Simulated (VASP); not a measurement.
# ZnS in VASP: one cell, several levels of theory

What does VASP give for ZnS built on the zincblende prototype, under +4.1 % biaxial strain in x and y, z held, the cell held fixed? Runs: PBE, r2SCAN.

The runs shown are made with VASP 6.6.1. PAW datasets, plane waves. Calculated at 0 K for a non-magnetic cell.

### 1 Starting point

The cell comes from an earlier relaxation with r2SCAN in another program, then strained, with the atoms relaxed again.

Space group I-4m2 (No. 119), tetragonal; conventional cell a = 3.967 Å, c = 5.388 Å, 21.20 Å³ an atom. Zn has 4 S at 2.40 Å; S has 4 Zn at 2.40 Å.

The structure in full:

```cif
data_structure
_symmetry_space_group_name_H-M 'P 1'
_symmetry_Int_Tables_number 1
_cell_length_a 3.8893
_cell_length_b 3.8893
_cell_length_c 3.9670
_cell_angle_alpha 59.337
_cell_angle_beta 59.337
_cell_angle_gamma 61.326
_cell_volume 42.40
loop_
_atom_site_label
_atom_site_type_symbol
_atom_site_fract_x
_atom_site_fract_y
_atom_site_fract_z
_atom_site_occupancy
Zn1 Zn 0.00000 0.00000 0.00000 1
S1 S 0.25000 0.25000 0.25000 1
```

### 2 PBE at this geometry

INCAR reads:

```
ENCUT = 520.000000
SIGMA = 0.020000
EDIFF = 1.00e-07
GGA = PE
PREC = Accurate
IBRION = -1
ISIF = 2
ISMEAR = -1
NBANDS = 16
NELM = 120
NSW = 0
LASPH = .TRUE.
LCHARG = .FALSE.
LWAVE = .FALSE.
LREAL = .FALSE.
```

KPOINTS reads:

```
KPOINTS created by Atomic Simulation Environment
0
Gamma
8 8 8
0 0 0
```

KPOINTS_OPT reads:

```
special points
6
Reciprocal
0.0000000000 0.0000000000 0.0000000000 1
-0.5000000000 -0.5000000000 0.0000000000 1
-0.3750000000 -0.3750000000 0.2500000000 1
-0.3750000000 0.0000000000 0.3750000000 1
0.0000000000 0.0000000000 0.5000000000 1
-0.5000000000 -0.2500000000 0.2500000000 1
```

POSCAR reads:

```
Zn S
 1.0000000000000000
     0.0000000000000000    2.8050821707000000    2.6940858343000000
     2.8050821707000000    0.0000000000000000    2.6940858343000000
     2.8050821707000000    2.8050821707000000    0.0000000000000000
 Zn  S
   1   1
Cartesian
  0.0000000000000000  0.0000000000000000  0.0000000000000000
  1.4025410853500000  1.4025410853500000  1.3470429171500000
```

Potentials: the recommended PBE PAW datasets, 18 valence electrons in the neutral cell.

Run with:

```console
$ mpirun -np 1 vasp_std
```

Printed to the terminal (iteration lines stand in OSZICAR):

```text
POSCAR found type information on POSCAR ZnS
 POSCAR found :  2 types and       2 ions
 LDA part: xc-table for (Slater+PW92), standard interpolation
 POSCAR, INCAR and KPOINTS ok, starting setup
 FFT: planning ... GRIDC
 FFT: planning ... GRID_SOFT
 FFT: planning ... GRID
 WAVECAR not read
 entering main loop
 Start KPOINTS_OPT (optional k-point list driver)
k-point batch [1-6\6]
```

OSZICAR:

```text
N       E                     dE             d eps       ncg     rms          rms(c)
DAV:   1     0.886014227143E+02    0.88601E+02   -0.89078E+03  1896   0.132E+03
DAV:   2    -0.132843878903E+01   -0.89930E+02   -0.84281E+02  2120   0.256E+02
DAV:   3    -0.719536924860E+01   -0.58669E+01   -0.58419E+01  2440   0.635E+01
DAV:   4    -0.725813577948E+01   -0.62767E-01   -0.62754E-01  2256   0.686E+00
DAV:   5    -0.725893279973E+01   -0.79702E-03   -0.79700E-03  2488   0.733E-01    0.603E+00
DAV:   6    -0.684586373413E+01    0.41307E+00   -0.74262E-01  2816   0.289E+01    0.478E+00
DAV:   7    -0.682788412685E+01    0.17980E-01   -0.22943E-01  2224   0.418E+00    0.248E+00
DAV:   8    -0.682712650862E+01    0.75762E-03   -0.47623E-03  2312   0.675E-01    0.629E-01
DAV:   9    -0.682744000155E+01   -0.31349E-03   -0.11120E-03  2336   0.270E-01    0.110E-01
DAV:  10    -0.682761656793E+01   -0.17657E-03   -0.18482E-04  2376   0.158E-01    0.564E-02
DAV:  11    -0.682761497778E+01    0.15901E-05   -0.40895E-05  2232   0.111E-01    0.577E-03
DAV:  12    -0.682761640296E+01   -0.14252E-05   -0.38024E-06  2536   0.224E-02    0.431E-03
DAV:  13    -0.682761653376E+01   -0.13081E-06   -0.67756E-07  2400   0.999E-03    0.125E-03
DAV:  14    -0.682761651157E+01    0.22190E-07   -0.94571E-08  2144   0.261E-03
   1 F= -.68276165E+01 E0= -.68276165E+01  d E =-.265321E-11
       N       E                     dE             ncg
DAV:   1     0.175322060656E+04   -0.30839E+04      192
DAV:   2     0.122692477367E+04   -0.52630E+03      232
DAV:   3     0.119260087282E+04   -0.34324E+02      256
DAV:   4     0.119228748655E+04   -0.31339E+00      232
DAV:   5     0.119228365556E+04   -0.38310E-02      240
DAV:   6     0.119228358017E+04   -0.75382E-04      240
DAV:   7     0.119228357844E+04   -0.17334E-05      232
DAV:   8     0.119228357840E+04   -0.40307E-07      224
```

The lines after F= are the extra pass for the points of KPOINTS_OPT, at fixed density; their E is not a total energy.

OUTCAR, selected sections:

```text
k-points           NKPTS =     59   k-points in BZ     NKDIM =     59   number of bands    NBANDS=     16

   NELECT =      18.0000    total number of electrons

   dimension x,y,z NGX =    30 NGY =   30 NGZ =   30
   dimension x,y,z NGXF=    60 NGYF=   60 NGZF=   60

  energy-cutoff  :      520.00
  volume of cell :       42.40
      direct lattice vectors                 reciprocal lattice vectors
     0.000000000  2.805082171  2.694085834    -0.178247898  0.178247898  0.185591711
     2.805082171  0.000000000  2.694085834     0.178247898 -0.178247898  0.185591711
     2.805082171  2.805082171  0.000000000     0.178247898  0.178247898 -0.185591711

 k-points in reciprocal lattice and weights: KPOINTS created by Atomic Simulation Env
   0.00000000  0.00000000  0.00000000       0.002
   0.12500000 -0.00000000  0.00000000       0.016
   0.25000000 -0.00000000  0.00000000       0.016
   0.37500000  0.00000000  0.00000000       0.016
   0.50000000 -0.00000000  0.00000000       0.008
   0.12500000  0.12500000  0.00000000       0.004
   0.25000000  0.12500000  0.00000000       0.016
   0.37500000  0.12500000  0.00000000       0.016
[... 51 more k-points ...]

 E-fermi :   1.9501

 k-point     1 :       0.0000    0.0000    0.0000
  band No.  band energies     occupation
      1     -11.1982      2.00000
      2      -4.6228      2.00000
      3      -4.6228      2.00000
      4      -4.6021      2.00000
      5      -4.2049      2.00000
      6      -4.1981      2.00000
      7       1.4216      2.00000
      8       1.4216      2.00000
      9       1.5448      2.00000
     10       3.2625      0.00000
     11       7.9033      0.00000
     12       7.9104      0.00000
     13       7.9104      0.00000
     14      12.8213      0.00000
     15      12.9041      0.00000
     16      13.4457      0.00000

 k-point     2 :       0.1250   -0.0000    0.0000
  band No.  band energies     occupation
      1     -11.0956      2.00000
      2      -4.6134      2.00000
      3      -4.6056      2.00000
      4      -4.5865      2.00000
      5      -4.2050      2.00000
      6      -4.2003      2.00000
      7       0.3873      2.00000
      8       1.2830      2.00000
      9       1.3867      2.00000
     10       4.0956      0.00000
     11       7.7472      0.00000
     12       8.1262      0.00000
     13       8.1648      0.00000
     14      12.3338      0.00000
     15      12.7567      0.00000
     16      13.7645      0.00000

 k-point     3 :       0.2500   -0.0000    0.0000
  band No.  band energies     occupation
      1     -10.8295      2.00000
      2      -4.5687      2.00000
      3      -4.5613      2.00000
      4      -4.5398      2.00000
      5      -4.2004      2.00000
      6      -4.1988      2.00000
      7      -1.2075      2.00000
      8       0.9790      2.00000
      9       1.1235      2.00000
     10       4.7093      0.00000
     11       8.1708      0.00000
     12       8.4044      0.00000
     13       8.6275      0.00000
     14      12.2884      0.00000
     15      12.4203      0.00000
     16      13.5401      0.00000

 k-point     4 :       0.3750    0.0000    0.0000
  band No.  band energies     occupation
      1     -10.5315      2.00000
      2      -4.5404      2.00000
      3      -4.5166      2.00000
      4      -4.3419      2.00000
      5      -4.1896      2.00000
      6      -4.1806      2.00000
      7      -2.6011      2.00000
      8       0.7062      2.00000
      9       0.8882      2.00000
     10       4.6772      0.00000
     11       8.3469      0.00000
     12       8.6306      0.00000
     13       9.4682      0.00000
     14      12.9761      0.00000
     15      13.4656      0.00000
     16      13.4743      0.00000

 k-point     5 :       0.5000   -0.0000    0.0000
  band No.  band energies     occupation
      1     -10.3964      2.00000
      2      -4.5317      2.00000
      3      -4.5051      2.00000
      4      -4.1861      2.00000
      5      -4.1690      2.00000
      6      -4.0251      2.00000
      7      -3.3633      2.00000
      8       0.5999      2.00000
      9       0.7967      2.00000
     10       4.6074      0.00000
     11       8.2624      0.00000
     12       8.6065      0.00000
     13      10.0619      0.00000
     14      13.3018      0.00000
     15      14.5033      0.00000
     16      14.8359      0.00000

[... the tables of k-points 6 to 59 left out ...]

  Total       -0.9371372     -0.9371372     -0.5187707      0.0000000      0.0000000      0.0000000
  in kB      -35.4145040    -35.4145040    -19.6043926      0.0000000      0.0000000      0.0000000
  external PRESSURE =     -30.1444668 kB  Pullay stress =       0.0000000 kB

 POSITION                                       TOTAL-FORCE (eV/Angst)
 -----------------------------------------------------------------------------------
      0.00000      0.00000      0.00000         0.000000      0.000000     -0.000000
      1.40254      1.40254      1.34704        -0.000000     -0.000000      0.000000
 -----------------------------------------------------------------------------------
    total drift:                               -0.000000     -0.000000     -0.000000

  FREE ENERGIE OF THE ION-ELECTRON SYSTEM (eV)
  ---------------------------------------------------
  free  energy   TOTEN  =        -6.8276165116 eV

  energy  without entropy=       -6.8276165116  energy(sigma->0) =       -6.82761651
```

It took 48 s on 1 MPI rank of Intel Xeon Platinum 8488C, shared host; peak memory 0.21 GiB.

The levels at the points of KPOINTS_OPT are read from vasprun.xml.

Near the gap, in eV above the top of the last filled band v; c is the band after it:

| point | v−1 | v | c | c+1 |
| --- | --- | --- | --- | --- |
| Γ | -0.12 | 0.00 | 1.72 | 6.36 |
| X | -2.18 | -2.18 | 3.37 | 3.73 |
| U | -2.84 | -1.81 | 3.91 | 5.54 |
| K | -2.86 | -1.61 | 4.19 | 5.80 |
| L | -0.94 | -0.75 | 3.06 | 6.72 |
| W | -2.53 | -2.48 | 5.53 | 5.56 |

The PBE gap is 1.72 eV, direct at Γ. Pressure: -3.01 GPa; the forces vanish within 0.01 eV/Å.

### 3 r2SCAN at this geometry

INCAR reads:

```
ENCUT = 520.000000
SIGMA = 0.010000
EDIFF = 1.00e-07
ALGO = Normal
METAGGA = R2SCAN
PREC = Accurate
IBRION = -1
ISIF = 2
ISMEAR = 0
NBANDS = 16
NELM = 120
NSW = 0
LASPH = .TRUE.
LCHARG = .TRUE.
LELF = .TRUE.
LWAVE = .FALSE.
LREAL = .FALSE.
```

KPOINTS is that of step 2.

KPOINTS_OPT is that of step 2.

POSCAR is that of step 2.

Run with:

```console
$ mpirun -np 1 vasp_std
```

Standard output, without the iteration lines:

```text
POSCAR found type information on POSCAR ZnS
 POSCAR found :  2 types and       2 ions
 -----------------------------------------------------------------------------
|                                                                             |
|                                                                             |
|     You enforced a specific xc type in the INCAR file but a different       |
|     I HOPE YOU KNOW WHAT YOU ARE DOING!                                     |
|                                                                             |
 -----------------------------------------------------------------------------

 LDA part: xc-table for (None), standard interpolation
 POSCAR, INCAR and KPOINTS ok, starting setup
 FFT: planning ... GRIDC
 FFT: planning ... GRID_SOFT
 FFT: planning ... GRID
 WAVECAR not read
 entering main loop
 Start KPOINTS_OPT (optional k-point list driver)
k-point batch [1-6\6]
```

OSZICAR:

```text
N       E                     dE             d eps       ncg     rms          rms(c)
DAV:   1     0.752185524987E+02    0.75219E+02   -0.90584E+03  1896   0.134E+03
DAV:   2    -0.158871577344E+02   -0.91106E+02   -0.85479E+02  2112   0.261E+02
DAV:   3    -0.218505612205E+02   -0.59634E+01   -0.59390E+01  2408   0.655E+01
DAV:   4    -0.219115016411E+02   -0.60940E-01   -0.60929E-01  2256   0.693E+00
DAV:   5    -0.219122058069E+02   -0.70417E-03   -0.70415E-03  2472   0.695E-01    0.622E+00
DAV:   6    -0.188081625324E+02    0.31040E+01   -0.14504E+00  1952   0.363E+01    0.573E+00
DAV:   7    -0.187821733507E+02    0.25989E-01   -0.41163E-01  2392   0.970E+00    0.336E+00
DAV:   8    -0.187998400625E+02   -0.17667E-01   -0.29690E-02  2480   0.164E+00    0.114E+00
DAV:   9    -0.188022970019E+02   -0.24569E-02   -0.28197E-03  2424   0.104E+00    0.887E-02
DAV:  10    -0.188024619702E+02   -0.16497E-03   -0.81032E-04  2352   0.281E-01    0.730E-02
DAV:  11    -0.188025159957E+02   -0.54026E-04   -0.15149E-04  2304   0.242E-01    0.256E-02
DAV:  12    -0.188025141331E+02    0.18627E-05   -0.28234E-05  2384   0.110E-01    0.716E-03
DAV:  13    -0.188025213317E+02   -0.71986E-05   -0.63020E-06  2528   0.535E-02    0.629E-03
DAV:  14    -0.188025220615E+02   -0.72982E-06   -0.11128E-06  2088   0.107E-02    0.980E-04
DAV:  15    -0.188025218868E+02    0.17466E-06   -0.32866E-08  1224   0.158E-03    0.547E-04
DAV:  16    -0.188025222016E+02   -0.31478E-06   -0.37214E-09  1144   0.124E-03    0.132E-04
DAV:  17    -0.188025221887E+02    0.12847E-07   -0.16052E-09  1032   0.331E-04
   1 F= -.18802522E+02 E0= -.18802522E+02  d E =-.685982E-23
       N       E                     dE             ncg
DAV:   1     0.172534227656E+04   -0.31118E+04      192
DAV:   2     0.118203063664E+04   -0.54331E+03      232
DAV:   3     0.114670326758E+04   -0.35327E+02      256
DAV:   4     0.114638831347E+04   -0.31495E+00      232
DAV:   5     0.114638459407E+04   -0.37194E-02      240
DAV:   6     0.114638452249E+04   -0.71581E-04      248
DAV:   7     0.114638452087E+04   -0.16152E-05      232
DAV:   8     0.114638452084E+04   -0.37559E-07      224
```

Parts of OUTCAR:

```text
k-points           NKPTS =     59   k-points in BZ     NKDIM =     59   number of bands    NBANDS=     16

   NELECT =      18.0000    total number of electrons

   dimension x,y,z NGX =    30 NGY =   30 NGZ =   30
   dimension x,y,z NGXF=    60 NGYF=   60 NGZF=   60

  energy-cutoff  :      520.00
  volume of cell :       42.40
      direct lattice vectors                 reciprocal lattice vectors
     0.000000000  2.805082171  2.694085834    -0.178247898  0.178247898  0.185591711
     2.805082171  0.000000000  2.694085834     0.178247898 -0.178247898  0.185591711
     2.805082171  2.805082171  0.000000000     0.178247898  0.178247898 -0.185591711

 k-points in reciprocal lattice and weights: KPOINTS created by Atomic Simulation Env
   0.00000000  0.00000000  0.00000000       0.002
   0.12500000 -0.00000000  0.00000000       0.016
   0.25000000 -0.00000000  0.00000000       0.016
   0.37500000  0.00000000  0.00000000       0.016
   0.50000000 -0.00000000  0.00000000       0.008
   0.12500000  0.12500000  0.00000000       0.004
   0.25000000  0.12500000  0.00000000       0.016
   0.37500000  0.12500000  0.00000000       0.016
[... 51 more k-points ...]

 E-fermi :   1.3320

 k-point     1 :       0.0000    0.0000    0.0000
  band No.  band energies     occupation
      1     -11.9962      2.00000
      2      -5.0641      2.00000
      3      -5.0641      2.00000
      4      -5.0441      2.00000
      5      -4.6055      2.00000
      6      -4.6005      2.00000
      7       1.1397      2.00000
      8       1.1397      2.00000
      9       1.2672      2.00000
     10       3.5227      0.00000
     11       8.1292      0.00000
     12       8.1426      0.00000
     13       8.1428      0.00000
     14      13.0741      0.00000
     15      13.2373      0.00000
     16      13.7195      0.00000

 k-point     2 :       0.1250   -0.0000    0.0000
  band No.  band energies     occupation
      1     -11.8913      2.00000
      2      -5.0527      2.00000
      3      -5.0461      2.00000
      4      -5.0269      2.00000
      5      -4.6056      2.00000
      6      -4.6026      2.00000
      7       0.1418      2.00000
      8       0.9985      2.00000
      9       1.1060      2.00000
     10       4.3217      0.00000
     11       7.9605      0.00000
     12       8.3656      0.00000
     13       8.4030      0.00000
     14      12.5672      0.00000
     15      12.9997      0.00000
     16      14.1283      0.00000

 k-point     3 :       0.2500   -0.0000    0.0000
  band No.  band energies     occupation
      1     -11.6195      2.00000
      2      -5.0066      2.00000
      3      -4.9968      2.00000
      4      -4.9733      2.00000
      5      -4.6028      2.00000
      6      -4.5995      2.00000
      7      -1.4965      2.00000
      8       0.6873      2.00000
      9       0.8368      2.00000
     10       4.9470      0.00000
     11       8.3932      0.00000
     12       8.6366      0.00000
     13       8.8728      0.00000
     14      12.5375      0.00000
     15      12.6579      0.00000
     16      13.8068      0.00000

 k-point     4 :       0.3750    0.0000    0.0000
  band No.  band energies     occupation
      1     -11.3159      2.00000
      2      -4.9751      2.00000
      3      -4.9513      2.00000
      4      -4.7595      2.00000
      5      -4.5927      2.00000
      6      -4.5821      2.00000
      7      -2.9411      2.00000
      8       0.4068      2.00000
      9       0.5952      2.00000
     10       4.9002      0.00000
     11       8.5462      0.00000
     12       8.8473      0.00000
     13       9.7271      0.00000
     14      13.2502      0.00000
     15      13.7850      0.00000
     16      13.7944      0.00000

 k-point     5 :       0.5000   -0.0000    0.0000
  band No.  band energies     occupation
      1     -11.1784      2.00000
      2      -4.9649      2.00000
      3      -4.9381      2.00000
      4      -4.5896      2.00000
      5      -4.5708      2.00000
      6      -4.4319      2.00000
      7      -3.7283      2.00000
      8       0.2973      2.00000
      9       0.5010      2.00000
     10       4.8231      0.00000
     11       8.4475      0.00000
     12       8.8092      0.00000
     13      10.3081      0.00000
     14      13.6476      0.00000
     15      14.8615      0.00000
     16      15.2153      0.00000

[... the tables of k-points 6 to 59 left out ...]

  Total       -1.5476660     -1.5476660     -1.1047291      0.0000000      0.0000000      0.0000000
  in kB      -58.4864466    -58.4864466    -41.7478188      0.0000000      0.0000000      0.0000000
  external PRESSURE =     -52.9069040 kB  Pullay stress =       0.0000000 kB

 POSITION                                       TOTAL-FORCE (eV/Angst)
 -----------------------------------------------------------------------------------
      0.00000      0.00000      0.00000         0.000000      0.000000      0.000000
      1.40254      1.40254      1.34704        -0.000000     -0.000000     -0.000000
 -----------------------------------------------------------------------------------
    total drift:                                0.000000      0.000000      0.000050

  FREE ENERGIE OF THE ION-ELECTRON SYSTEM (eV)
  ---------------------------------------------------
  free  energy   TOTEN  =       -18.8025221887 eV

  energy  without entropy=      -18.8025221887  energy(sigma->0) =      -18.80252219
```

Wall time 3 min (1 MPI rank of Intel Xeon Platinum 8488C, shared host); peak memory 0.2 GiB.

The levels at the points of KPOINTS_OPT are read from vasprun.xml.

Near the gap, in eV above the top of the last filled band v; c is the band after it:

| point | v−1 | v | c | c+1 |
| --- | --- | --- | --- | --- |
| Γ | -0.13 | 0.00 | 2.26 | 6.86 |
| X | -2.24 | -2.24 | 3.67 | 4.13 |
| U | -2.91 | -1.85 | 4.29 | 5.98 |
| K | -2.93 | -1.66 | 4.58 | 6.27 |
| L | -0.97 | -0.77 | 3.56 | 7.18 |
| W | -2.60 | -2.53 | 5.89 | 6.08 |

r2SCAN gives a direct gap of 2.26 eV at Γ. The pressure is -5.29 GPa; the forces vanish within 0.01 eV/Å.

Axes a, b and c in the maps are those of this run's conventional cell (a, b, c = 3.967, 3.967, 5.388 Å).

Density in a lattice plane of the grid's cell (edges 3.97 and 5.39 Å, at 0.000 of the third edge), which holds Zn and S.

Values in e/Å³, 12 rows by 8 columns:
```
 7.86  2.31  0.40  0.56  0.70  0.56  0.40  2.31
 0.48  0.33  0.54  1.13  0.91  1.13  0.54  0.33
 0.10  0.17  0.56  0.99 -0.26  0.99  0.56  0.17
 0.04  0.09  0.36  0.96  0.92  0.96  0.36  0.09
 0.02  0.04  0.16  0.46  0.70  0.46  0.16  0.04
 0.01  0.02  0.06  0.13  0.18  0.13  0.06  0.02
 0.02  0.02  0.03  0.04  0.05  0.04  0.03  0.02
 0.04  0.03  0.02  0.02  0.02  0.02  0.02  0.03
 0.10  0.07  0.04  0.02  0.01  0.02  0.04  0.07
 0.48  0.25  0.08  0.03  0.02  0.03  0.08  0.25
 7.86  2.32  0.19  0.07  0.05  0.07  0.19  2.32
19.81  6.42  0.31  0.18  0.18  0.18  0.31  6.42
```
Columns run along the first of these edges and rows up along the second, over one cell in 8 and 12 even steps from the bottom left corner. Atoms in the plane (fractional): Zn at (0.00, 0.00), S at (0.50, 0.75).

ELF in the same plane.

Values, 12 rows by 8 columns:
```
0.03 0.12 0.35 0.83 0.84 0.83 0.35 0.12
0.17 0.21 0.78 0.87 0.67 0.87 0.78 0.21
0.12 0.38 0.83 0.72 0.20 0.72 0.83 0.38
0.05 0.30 0.74 0.78 0.67 0.78 0.74 0.30
0.01 0.12 0.54 0.78 0.84 0.78 0.54 0.12
0.01 0.02 0.16 0.49 0.62 0.49 0.16 0.02
0.01 0.01 0.02 0.09 0.16 0.09 0.02 0.01
0.05 0.04 0.02 0.02 0.02 0.02 0.02 0.04
0.12 0.10 0.05 0.02 0.01 0.02 0.05 0.10
0.17 0.16 0.12 0.04 0.02 0.04 0.12 0.16
0.03 0.13 0.16 0.13 0.16 0.13 0.16 0.13
0.06 0.04 0.18 0.46 0.62 0.46 0.18 0.04
```
Columns run along the first of these edges and rows up along the second, over one cell in 8 and 12 even steps from the bottom left corner. Atoms in the plane (fractional): Zn at (0.00, 0.00), S at (0.50, 0.75).

Both are smooth fields of the valence electrons: close to the nuclei they are not physical.

Maxima of ELF outside the ion cores: 0.90 on the S–Zn line, 0.8 Å from S.

### 4 Results

```
 level  gap (eV)  pressure (GPa)
   PBE      1.72           -3.01
r2SCAN      2.26           -5.29
```

**Reading.** The gap runs from 1.72 eV (PBE) to 2.26 eV (r2SCAN). At this one volume the pressure spans -5.3 GPa (r2SCAN) to -3.0 GPa (PBE): PBE wants the largest cell and r2SCAN the smallest.
